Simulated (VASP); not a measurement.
# PtS2 (P-3m1) in VASP: further runs

One crystal, PtS2, is run at these levels: PBE; tasks: G0W0 quasiparticle levels.

Program: VASP 6.6.1. These are calculated values, not measurements. Logs are shortened: lines on timing, memory, paths and dates and some standing lists are left out, and cuts for length are marked.

## Step 1: The structure

It takes space group P-3m1 (No. 164, trigonal). The conventional cell has a = 3.543 Å, b = 3.543 Å, c = 5.039 Å, α = 90.00°, β = 90.00°, γ = 120.00°. Around Pt (site symmetry -3m) lie 6 S at 2.34 Å. Around S (site symmetry 3m) lie 3 Pt at 2.34 Å.

## Step 2: G0W0 quasiparticle levels, PBE

POSCAR

```
PtS2
1.0
    3.5432000000      0.0000000000      0.0000000000
   -1.7716000000      3.0685012107      0.0000000000
    0.0000000000      0.0000000000      5.0388000000
Pt S
1 2
Direct
    0.0000000000      0.0000000000      0.0000000000
    0.6666666667      0.3333333333      0.7730000000
    0.3333333333      0.6666666667      0.2270000000
```

INCAR.step1

```
PREC = Accurate
ENCUT = 450
EDIFF = 1E-8
ISMEAR = 0
SIGMA = 0.01
LREAL = F
LASPH = T
NELM = 60
ALGO = Normal
LWAVE = T
LCHARG = F
GGA = PE
```

INCAR.step2

```
PREC = Accurate
ENCUT = 450
EDIFF = 1E-8
ISMEAR = 0
SIGMA = 0.01
LREAL = F
LASPH = T
NELM = 1
ALGO = Exact
LWAVE = T
LCHARG = F
GGA = PE
NBANDS = 27
LOPTICS = T
ISTART = 1
```

INCAR.step3

```
PREC = Accurate
ENCUT = 450
EDIFF = 1E-8
ISMEAR = 0
SIGMA = 0.01
LREAL = F
LASPH = T
ALGO = EVGW0
LWAVE = F
LCHARG = F
GGA = PE
NELMGW = 1
NBANDS = 27
ENCUTGW = 100
NOMEGA = 48
PRECFOCK = Fast
ISTART = 1
NBANDSGW = 19
```

KPOINTS

```
Automatic mesh
0
Gamma
  3 3 2
```

Potentials or basis: VASP PAW PBE potentials, release 64 (Pt_GW, S_GW).

Launch:

```console
> cat potpaw_PBE.64/Pt_GW/POTCAR potpaw_PBE.64/S_GW/POTCAR > POTCAR
> cp INCAR.step1 INCAR
> mpirun -np 1 vasp_std > vasp.out
> cp INCAR.step2 INCAR
> mpirun -np 1 vasp_std > vasp.out
> cp INCAR.step3 INCAR
> mpirun -np 1 vasp_std > vasp.out
```

OUTCAR:

```text
PREC = Accurate
   ENCUT = 450
   EDIFF = 1E-8
   ISMEAR = 0
   LREAL = F
   LASPH = T
   GGA = PE
   NELMGW = 1
   ENCUTGW = 100
   PRECFOCK = Fast
   ISTART = 1

 Found      6 irreducible k-points:

 Following reciprocal coordinates:
            Coordinates               Weight
  0.000000  0.000000  0.000000      1.000000
  0.333333 -0.000000  0.000000      6.000000
  0.333333  0.333333  0.000000      2.000000
  0.000000  0.000000  0.500000      1.000000
  0.333333 -0.000000  0.500000      6.000000
  0.333333  0.333333  0.500000      2.000000
   k-points           NKPTS =      6   k-points in BZ     NKDIM =     18   number of bands    NBANDS=     27
   number of dos      NEDOS =    301   number of ions     NIONS =      3
   total plane-waves  NPLWV =  28224
   dimension x,y,z NGX =    28 NGY =   28 NGZ =   36
   dimension x,y,z NGXF=    56 NGYF=   56 NGZF=   72
   ions per type =               1   2
   NGX,Y,Z   is equivalent  to a cutoff of  13.14, 13.14, 11.88 a.u.
   NGXF,Y,Z  is equivalent  to a cutoff of  26.28, 26.28, 23.76 a.u.
 SYSTEM =  unknown system
   PREC   = accura    normal or accurate (medium, high low for compatibility)
   ISTART =      1    job   : 0-new  1-cont  2-samecut
   ICHARG =      0    charge: 1-file 2-atom 10-const
   ISPIN  =      1    spin polarized calculation?
   LNONCOLLINEAR =      F non collinear calculations
   LSORBIT =      F    spin-orbit coupling
   LASPH  =      T    aspherical Exc in radial PAW
   ENCUT  =  450.0 eV  33.07 Ry    5.75 a.u.   6.13  6.13  8.72*2*pi/ulx,y,z
   NELM   =     60;   NELMIN=  2; NELMDL=  0     # of ELM steps
   EDIFF  = 0.1E-07   stopping-criterion for ELM
   LREAL  =      F    real-space projection
   EDIFFG = 0.1E-06   stopping-criterion for IOM
   NSW    =      0    number of steps for IOM
   IBRION =     -1    ionic relax: 0-MD 1-quasi-New 2-CG
   NFREE  =      0    steps in history (QN), initial steepest desc. (CG)
   ISIF   =      0    stress and relaxation
   ISYM   =      3    0-nonsym 1-usesym 2-fastsym
   POTIM  = 0.5000    time-step for ionic-motion
   TEBEG  =    0.0;   TEEND  =   0.0 temperature during run
   PSTRESS=    0.0 pullay stress
   NELECT =      22.0000    total number of electrons
   NUPDOWN=      -1.0000    fix difference up-down
   EMIN   =  10.00;   EMAX   =-10.00  energy-range for DOS
   EFERMI =   0.00;   METHOD = LEGACY
   ISMEAR =     0;   SIGMA  =   0.01  broadening in eV -4-tet -1-fermi 0-gaus
   EFERMI_NEDOS =   21; number of points for ismear=-14 and -15
   IALGO  =     38    algorithm
   IMIX   =      4    mixing-type and parameters
     AMIX     =   0.40;   BMIX     =  1.00
     AMIX_MAG =   1.60;   BMIX_MAG =  1.00
  volume/ion in A,a.u.               =      18.26       123.23
  Fermi-wavevector in a.u.,A,eV,Ry     =   1.207812  2.282434 19.848315  1.458810
  Thomas-Fermi vector in A             =   2.343439
   LORBIT       =      0    0 simple, 1 ext, 2 COOP (PROOUT), +10 PAW based schemes
   GGA     = PE    functional components
   LHFCALC =     T    Hartree Fock is set to
   PRECFOCK=fast      Normal, Fast or Accurate (Low or Medium for compatibility)
   ENCUT4O =  -1.0   cutoff for four orbital integrals eV
   NKREDX  =     1    reduce k-point grid by
   NKREDY  =     1    reduce k-point grid by
   NKREDZ  =     1    reduce k-point grid by
   AEXX    =    1.0000 exact exchange contribution
   HFSCREEN=    0.0000 screening length (either q_TF or 0.3 A-1)
   HFSCREENC=   0.0000 screening length for correlation (either q_TF or 0.3 A-1)
   ENCUTFOCK=  -1.0 apply spherical cutoff to Coloumb kernel
   IVDW    =     0    specifies the selected vdW correction
   LEPSILON=     F    determine dielectric tensor
   LRPA    =     F    only Hartree local field effects (RPA)
   LRPAFORCE           =     F    calculate RPA forces
   ENCUTGW             = 100.0    cutoff for response function in eV
   ENCUTGWSOFT         =  80.0    soft cutoff for Coulomb kernel in GW response function in eV
   ENCUTLF             =  -1.0    cutoff for local field effects
   NELMGW              =     1    number of iterations in solving QP/BSE equation
   NELMHF              =     1    number of iterations in the inner HF iteration
   NKREDLFX            =     1    NKREDLFY  =   1   NKREDLFZ  =   1
 non-spin polarized calculation
 Gauss-broadening in eV      SIGMA  =   0.01
  energy-cutoff  :      450.00
  volume of cell :       54.78
 maximum number of plane-waves:      1206
 NGX is ok and might be reduce to    28
  NGX = 14; NGY = 14; NGZ = 20
   NGX = 13   NGY = 13   NGZ = 17
 maximum number of plane-waves:       123
 NGX is ok and might be reduce to    14

 QP shifts <psi_nk| G(iteration)W_0 |psi_nk>: iteration 1
 for sc-GW calculations column KS-energies equals QP-energies in previous step
 and V_xc(KS)=  KS-energies - (<T + V_ion + V_H > + <T+V_H+V_ion>^1  + <V_x>^1)

 k-point   1 :       0.0000    0.0000    0.0000
  band No.  KS-energies  QP-energies   sigma(KS)   V_xc(KS)     V^pw_x(r,r')   Z            occupation Imag(sigma)

      1      -8.8583      -8.4101     -12.4656     -13.1655     -21.5013       0.6404       2.0000       1.7659
      2      -5.6146      -5.3679     -13.6500     -14.0187     -21.2108       0.6690       2.0000       1.1035
      3      -0.3200       0.0124     -12.6813     -13.1494     -18.0534       0.7099       2.0000       0.5002
      4      -0.3200       0.0124     -12.6813     -13.1494     -18.0534       0.7099       2.0000       0.5002
      5      -0.2003      -0.0689     -11.8051     -11.9905     -17.6611       0.7089       2.0000       0.7990
      6       2.7428       3.0566     -12.4836     -12.9259     -18.0349       0.7096       2.0000       0.2760
[... 11 lines left out ...]
     18      18.6470      20.5034      -9.3462     -11.6953      -5.1189       0.7902       0.0000      -0.5163
     19      19.2651      21.1114      -9.9634     -12.3676      -5.7558       0.7680       0.0000      -0.5185

 k-point   2 :       0.3333   -0.0000    0.0000
  band No.  KS-energies  QP-energies   sigma(KS)   V_xc(KS)     V^pw_x(r,r')   Z            occupation Imag(sigma)

      1      -7.5812      -7.2729     -12.9729     -13.4560     -21.3453       0.6384       2.0000       1.3948
      2      -6.2610      -5.9652     -13.5279     -13.9836     -21.4274       0.6493       2.0000       1.1255
      3      -0.0553       0.1593     -12.2294     -12.5255     -17.7631       0.7249       2.0000       0.6115
      4       0.3857       0.7405     -12.7507     -13.2407     -17.8005       0.7241       2.0000       0.4511
      5       1.1780       1.4430     -12.4611     -12.8228     -17.2469       0.7327       2.0000       0.4546
      6       1.2905       1.4470     -12.1012     -12.3145     -17.2889       0.7337       2.0000       0.5208
[... 11 lines left out ...]
     18      16.1436      17.7896      -9.5111     -11.6411      -5.5200       0.7728       0.0000      -0.3593
     19      17.8730      19.5489      -9.1969     -11.3349      -5.0558       0.7839       0.0000      -0.4501
[... 50 lines left out ...]
      1      -7.3619      -7.0515     -13.1361     -13.6215     -21.3837       0.6395       2.0000       1.2922
      2      -6.5042      -6.2196     -13.3422     -13.7809     -21.3647       0.6485       2.0000       1.2152
      3      -0.3931      -0.2400     -12.0497     -12.2618     -17.6138       0.7216       2.0000       0.6783
      4       0.3379       0.6849     -12.7243     -13.2054     -17.8062       0.7212       2.0000       0.4620
      5       0.6665       0.8853     -12.3574     -12.6546     -17.2438       0.7360       2.0000       0.5444
      6       2.1208       2.3702     -12.3844     -12.7321     -17.8248       0.7175       2.0000       0.3899
[... 11 lines left out ...]
     18      17.0657      19.0541      -9.7965     -12.3498      -5.8193       0.7788       0.0000      -0.4654
     19      18.1413      19.8439      -9.3699     -11.5430      -5.2774       0.7835       0.0000      -0.4575

 k-point   6 :       0.3333    0.3333    0.5000
  band No.  KS-energies  QP-energies   sigma(KS)   V_xc(KS)     V^pw_x(r,r')   Z            occupation Imag(sigma)

      1      -6.5646      -6.2709     -13.4547     -13.9108     -21.4620       0.6440       2.0000       1.1547
      2      -6.5646      -6.2709     -13.4547     -13.9108     -21.4620       0.6440       2.0000       1.1547
      3       0.1604       0.2878     -12.0789     -12.2549     -17.2951       0.7243       2.0000       0.5281
      4       0.1604       0.2878     -12.0789     -12.2549     -17.2951       0.7243       2.0000       0.5281
      5       0.2052       0.4910     -12.3993     -12.7892     -17.2706       0.7331       2.0000       0.5556
      6       2.3307       2.7174     -12.7356     -13.2671     -17.4454       0.7276       2.0000       0.3693
[... 11 lines left out ...]
     18      17.2992      18.9099      -9.0770     -11.1543      -5.1629       0.7754       0.0000      -0.3353
     19      17.2992      18.9099      -9.0770     -11.1543      -5.1629       0.7754       0.0000      -0.3353
```

It took 75 s on 1 thread of Intel Xeon Platinum 8488C (Sapphire Rapids), shared host; peak memory 0.36 GiB.

These settings aren't checked as converged: the numbers below hold their error.

Results:

```
Band gap on the k mesh, mean-field level : 1.18 eV, indirect (least direct gap 2.40 eV)
Quasiparticle gap                        : 1.76 eV
Least direct quasiparticle gap           : 3.12 eV
```

Caveat: the k mesh is coarse (spacing up to 0.68 Å⁻¹), so the values aren't converged; bands, screening cutoff and mesh are small and nothing is extrapolated, so the quasiparticle values aren't converged; spin-orbit coupling is left out, which moves the levels of the heavy elements; an odd mesh through Γ misses points on the zone boundary, where band edges often lie.

## Step 3: G0W0 quasiparticle levels, PBE

POSCAR is that of step 2.

INCAR.step1 is that of step 2.

INCAR.step2 is that of step 2.

INCAR.step3, as its differences from that of step 2:

```diff
@@ -13,3 +13,3 @@
 NBANDS = 27
-ENCUTGW = 100
+ENCUTGW = 200
 NOMEGA = 48
```

KPOINTS is that of step 2.

Potentials or basis: VASP PAW PBE potentials, release 64 (Pt_GW, S_GW).

Launch:

```console
> cat potpaw_PBE.64/Pt_GW/POTCAR potpaw_PBE.64/S_GW/POTCAR > POTCAR
> cp INCAR.step1 INCAR
> mpirun -np 1 vasp_std > vasp.out
> cp INCAR.step2 INCAR
> mpirun -np 1 vasp_std > vasp.out
> cp INCAR.step3 INCAR
> mpirun -np 1 vasp_std > vasp.out
```

OUTCAR:

```text
PREC = Accurate
   ENCUT = 450
   EDIFF = 1E-8
   ISMEAR = 0
   LREAL = F
   LASPH = T
   GGA = PE
   NELMGW = 1
   ENCUTGW = 200
   PRECFOCK = Fast
   ISTART = 1

 Found      6 irreducible k-points:

 Following reciprocal coordinates:
            Coordinates               Weight
  0.000000  0.000000  0.000000      1.000000
  0.333333 -0.000000  0.000000      6.000000
  0.333333  0.333333  0.000000      2.000000
  0.000000  0.000000  0.500000      1.000000
  0.333333 -0.000000  0.500000      6.000000
  0.333333  0.333333  0.500000      2.000000
   k-points           NKPTS =      6   k-points in BZ     NKDIM =     18   number of bands    NBANDS=     27
   number of dos      NEDOS =    301   number of ions     NIONS =      3
   total plane-waves  NPLWV =  28224
   dimension x,y,z NGX =    28 NGY =   28 NGZ =   36
   dimension x,y,z NGXF=    56 NGYF=   56 NGZF=   72
   ions per type =               1   2
   NGX,Y,Z   is equivalent  to a cutoff of  13.14, 13.14, 11.88 a.u.
   NGXF,Y,Z  is equivalent  to a cutoff of  26.28, 26.28, 23.76 a.u.
 SYSTEM =  unknown system
   PREC   = accura    normal or accurate (medium, high low for compatibility)
   ISTART =      1    job   : 0-new  1-cont  2-samecut
   ICHARG =      0    charge: 1-file 2-atom 10-const
   ISPIN  =      1    spin polarized calculation?
   LNONCOLLINEAR =      F non collinear calculations
   LSORBIT =      F    spin-orbit coupling
   LASPH  =      T    aspherical Exc in radial PAW
   ENCUT  =  450.0 eV  33.07 Ry    5.75 a.u.   6.13  6.13  8.72*2*pi/ulx,y,z
   NELM   =     60;   NELMIN=  2; NELMDL=  0     # of ELM steps
   EDIFF  = 0.1E-07   stopping-criterion for ELM
   LREAL  =      F    real-space projection
   EDIFFG = 0.1E-06   stopping-criterion for IOM
   NSW    =      0    number of steps for IOM
   IBRION =     -1    ionic relax: 0-MD 1-quasi-New 2-CG
   NFREE  =      0    steps in history (QN), initial steepest desc. (CG)
   ISIF   =      0    stress and relaxation
   ISYM   =      3    0-nonsym 1-usesym 2-fastsym
   POTIM  = 0.5000    time-step for ionic-motion
   TEBEG  =    0.0;   TEEND  =   0.0 temperature during run
   PSTRESS=    0.0 pullay stress
   NELECT =      22.0000    total number of electrons
   NUPDOWN=      -1.0000    fix difference up-down
   EMIN   =  10.00;   EMAX   =-10.00  energy-range for DOS
   EFERMI =   0.00;   METHOD = LEGACY
   ISMEAR =     0;   SIGMA  =   0.01  broadening in eV -4-tet -1-fermi 0-gaus
   EFERMI_NEDOS =   21; number of points for ismear=-14 and -15
   IALGO  =     38    algorithm
   IMIX   =      4    mixing-type and parameters
     AMIX     =   0.40;   BMIX     =  1.00
     AMIX_MAG =   1.60;   BMIX_MAG =  1.00
  volume/ion in A,a.u.               =      18.26       123.23
  Fermi-wavevector in a.u.,A,eV,Ry     =   1.207812  2.282434 19.848315  1.458810
  Thomas-Fermi vector in A             =   2.343439
   LORBIT       =      0    0 simple, 1 ext, 2 COOP (PROOUT), +10 PAW based schemes
   GGA     = PE    functional components
   LHFCALC =     T    Hartree Fock is set to
   PRECFOCK=fast      Normal, Fast or Accurate (Low or Medium for compatibility)
   ENCUT4O =  -1.0   cutoff for four orbital integrals eV
   NKREDX  =     1    reduce k-point grid by
   NKREDY  =     1    reduce k-point grid by
   NKREDZ  =     1    reduce k-point grid by
   AEXX    =    1.0000 exact exchange contribution
   HFSCREEN=    0.0000 screening length (either q_TF or 0.3 A-1)
   HFSCREENC=   0.0000 screening length for correlation (either q_TF or 0.3 A-1)
   ENCUTFOCK=  -1.0 apply spherical cutoff to Coloumb kernel
   IVDW    =     0    specifies the selected vdW correction
   LEPSILON=     F    determine dielectric tensor
   LRPA    =     F    only Hartree local field effects (RPA)
   LRPAFORCE           =     F    calculate RPA forces
   ENCUTGW             = 200.0    cutoff for response function in eV
   ENCUTGWSOFT         = 160.0    soft cutoff for Coulomb kernel in GW response function in eV
   ENCUTLF             =  -1.0    cutoff for local field effects
   NELMGW              =     1    number of iterations in solving QP/BSE equation
   NELMHF              =     1    number of iterations in the inner HF iteration
   NKREDLFX            =     1    NKREDLFY  =   1   NKREDLFZ  =   1
 non-spin polarized calculation
 Gauss-broadening in eV      SIGMA  =   0.01
  energy-cutoff  :      450.00
  volume of cell :       54.78
 maximum number of plane-waves:      1206
 NGX is ok and might be reduce to    28
  NGX = 14; NGY = 14; NGZ = 20
   NGX = 13   NGY = 13   NGZ = 17
 maximum number of plane-waves:       355

 QP shifts <psi_nk| G(iteration)W_0 |psi_nk>: iteration 1
 for sc-GW calculations column KS-energies equals QP-energies in previous step
 and V_xc(KS)=  KS-energies - (<T + V_ion + V_H > + <T+V_H+V_ion>^1  + <V_x>^1)

 k-point   1 :       0.0000    0.0000    0.0000
  band No.  KS-energies  QP-energies   sigma(KS)   V_xc(KS)     V^pw_x(r,r')   Z            occupation Imag(sigma)

      1      -8.8583      -8.4207     -12.4808     -13.1655     -21.5013       0.6391       2.0000       1.7625
      2      -5.6146      -5.3829     -13.6723     -14.0187     -21.2108       0.6686       2.0000       1.1059
      3      -0.3200       0.0354     -12.6484     -13.1494     -18.0534       0.7094       2.0000       0.5352
      4      -0.3200       0.0354     -12.6484     -13.1494     -18.0534       0.7094       2.0000       0.5352
      5      -0.2003      -0.0664     -11.8016     -11.9905     -17.6611       0.7092       2.0000       0.8147
      6       2.7428       3.0638     -12.4719     -12.9259     -18.0349       0.7071       2.0000       0.2817
[... 11 lines left out ...]
     18      18.6470      20.5053      -9.3412     -11.6953      -5.1189       0.7894       0.0000      -0.5251
     19      19.2651      21.1126      -9.9623     -12.3676      -5.7558       0.7681       0.0000      -0.5307
[... 96 lines left out ...]
      1      -6.5646      -6.2845     -13.4757     -13.9108     -21.4620       0.6438       2.0000       1.1651
      2      -6.5646      -6.2845     -13.4757     -13.9108     -21.4620       0.6438       2.0000       1.1651
      3       0.1604       0.2925     -12.0723     -12.2549     -17.2951       0.7239       2.0000       0.5399
      4       0.1604       0.2925     -12.0723     -12.2549     -17.2951       0.7239       2.0000       0.5399
      5       0.2052       0.4861     -12.4060     -12.7892     -17.2706       0.7332       2.0000       0.5569
      6       2.3307       2.7276     -12.7187     -13.2671     -17.4454       0.7238       2.0000       0.3775
[... 11 lines left out ...]
     18      17.2992      18.9083      -9.0780     -11.1543      -5.1629       0.7750       0.0000      -0.3403
     19      17.2992      18.9083      -9.0780     -11.1543      -5.1629       0.7750       0.0000      -0.3403
```

OUTCAR.step1:

```text
PREC = Accurate
   ENCUT = 450
   EDIFF = 1E-8
   ISMEAR = 0
   LREAL = F
[... 218 lines left out ...]
      0.00000      0.00000      0.00000         0.000000      0.000000      0.000000
      1.77160      1.02283      3.89499        -0.000000      0.000000     -1.151666
     -0.00000      2.04567      1.14381        -0.000000      0.000000      1.151666
 -----------------------------------------------------------------------------------
    total drift:                                0.000000     -0.000000      0.000000

  FREE ENERGIE OF THE ION-ELECTRON SYSTEM (eV)
  ---------------------------------------------------
  free  energy   TOTEN  =       -15.3524392700 eV

  energy  without entropy=      -15.3524392700  energy(sigma->0) =      -15.35243927
```

Run time: 1.7 min. Hardware: 1 thread of Intel Xeon Platinum 8488C (Sapphire Rapids), shared host; peak memory 0.36 GiB.

These settings aren't checked as converged: the numbers below hold their error.

Results:

* Band gap on the k mesh, mean-field level: 1.18 eV, indirect (least direct gap 2.40 eV)
* Quasiparticle gap: 1.78 eV
* Least direct quasiparticle gap: 3.14 eV

Caveat: the k mesh is coarse (spacing up to 0.68 Å⁻¹), so the values aren't converged; bands, screening cutoff and mesh are small and nothing is extrapolated, so the quasiparticle values aren't converged; spin-orbit coupling is left out, which moves the levels of the heavy elements; an odd mesh through Γ misses points on the zone boundary, where band edges often lie.

(Part 1 of 2 ends here.)
